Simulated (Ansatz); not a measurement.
Crystal: ZnO (zincite).

```xyz
4
Lattice="3.2493 0.0000 0.0000 -1.6247 2.8140 0.0000 0.0000 0.0000 5.2057" Properties=species:S:1:pos:R:3 pbc="T T T"
Zn    1.6247    0.9380    0.0000
Zn    0.0000    1.8760    2.6029
O     0.0000    1.8760    4.5759
O     1.6247    0.9380    1.9730
```

Base run:

* Program: Ansatz 0.2.0
* Functional: PBE
* Potentials or basis: Ansatz PAW
* Cutoff: 420 eV (not typed: the program's choice for these potentials)
* k mesh: 9 × 9 × 5
* Occupations: fermi-dirac, width 0.05 eV
* Spin: no spin polarisation

Its results: band gap on the k mesh 0.80 eV, direct; pressure 4.9 GPa; largest force 0.070 eV/Å.

Task: The run is repeated on the same cell with these changes: functional from PBE to LDA. What comes out?

Result: Band gap on the k mesh 0.74 eV, direct; pressure -7.1 GPa; largest force 0.052 eV/Å.

LDA binds more tightly than PBE, so the same cell stands under less pressure.

Caveats: the PAW data sets come from PBE, with cores solved anew for the run's functional, which leaves a small shift of forces and pressure (some runs).
